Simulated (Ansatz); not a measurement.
KF (Carobbiite) in Ansatz: the effect of functional

KF (Carobbiite):

```
K F
1.0
     0.00000    2.61731    2.61731
     2.61731    0.00000    2.61731
     2.61731    2.61731    0.00000
K F
1 1
Cartesian
  0.0000 0.0000 0.0000
  2.6173 2.6173 2.6173
```

The cell isn't the ideal one: volume scaled by 0.94.

Alike in all runs:

* Program: Ansatz 0.2.0
* Task: single point
* Potentials or basis: Ansatz PAW
* k mesh: 9 × 9 × 9
* Occupations: fermi-dirac, width 0.05 eV
* Spin: no spin polarisation

| functional | cutoff | gap on the mesh (eV) | pressure (GPa) |
| --- | --- | --- | --- |
| LDA | 420 eV (not typed: the program's choice for these potentials) | ? | ? |
| PBEsol | 420 eV (not typed: the program's choice for these potentials) | 6.37 | 1.5 |
| r2SCAN | 500 eV (not typed: the program's choice for these potentials) | 7.17 | 1.9 |

Question: What does the run with functional LDA give?

Answer: gap on the mesh 6.13 eV; pressure -1.6 GPa.

Caveats: odd divisions of the mesh miss points on the zone boundary, where band edges often lie, so the gap on the mesh can be too wide; the PAW data sets come from PBE, with cores solved anew for the run's functional, which leaves a small shift of forces and pressure.

A k mesh can miss the band edges.
